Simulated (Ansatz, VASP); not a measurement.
**One calculation of AlNi, two programs**

Contents of INCAR:

```
SYSTEM = AlNi
PREC = Accurate ; ENCUT = 520
EDIFF = 1E-7 ; ISMEAR = -1
SIGMA = 0.05 ; LREAL = .FALSE.
LASPH = .TRUE. ; NELM = 120
ALGO = Normal ; ISIF = 2
LWAVE = .FALSE. ; LCHARG = .FALSE.
ISPIN = 2 ; MAGMOM = 1 0
LORBIT = 11 ; LMAXMIX = 4
GGA = PE ; NBANDS = 18
```

KPOINTS

```
Automatic mesh
0
G
  9 9 9
  0 0 0
```

File POSCAR:

```
AlNi
1.0
    2.8616638469      0.0000000000      0.0000000000
    0.0000000000      2.8616638469      0.0000000000
    0.0000000000      0.0000000000      2.8616638469
Ni Al
1 1
Direct
    0.5000000000      0.5000000000      0.5000000000
    0.0000000000      0.0000000000      0.0000000000
```

File input.yaml:

```yaml
crystal:
  lattice:
    - [2.8616638469, 0.0, 0.0]
    - [0.0, 2.8616638469, 0.0]
    - [0.0, 0.0, 2.8616638469]
  atoms:
    - { symbol: Ni, position: [0.5, 0.5, 0.5], spin: 1.0 }
    - { symbol: Al, position: [0.0, 0.0, 0.0] }
hamiltonian:
  xc: pbe
  pseudopotentials: { kind: paw }
magnetization:
  spin_polarized: true
kpoints:
  mp_grid: { grid: [9, 9, 9] }
scf:
  occupations: { method: fermi_dirac, width: 0.05 }
output:
  forces: true
  stress: true
  eigenvalues: true
  write_density: true
  write_potential: true
  elf: true
  volumetric_format: npy
```

Change from the starting cell: volume scaled by 0.98.

Alike in both runs: task single point; functional PBE; k mesh 9 × 9 × 9; occupations fermi-dirac, width 0.05 eV; collinear spin, ferromagnetic start.

|  | VASP | Ansatz |
| --- | --- | --- |
| version | VASP 6.6.1 | Ansatz 0.2.0 |
| potentials or method | VASP PAW PBE potentials, release 64 (Ni, Al) | Ansatz PAW |
| plane-wave cutoff (eV) | 520 | 420 |
| valence electrons in the cell | 13 | 21 |

```csv
,VASP,Ansatz,Ansatz less VASP
gap on the k mesh at the Fermi level (eV),none,none,-
pressure (GPa),5.5,5.5,+0.03
net moment per atom (μB),0.00,0.00,0.000
```

A gap of «none» marks a metal or a gap that the smearing closes. With one functional, cell and mesh, what is left measures potentials, basis and numerics. The two sets of potentials don't hold the same shells in valence.

Caveats: the starting moments weren't kept (Ansatz).
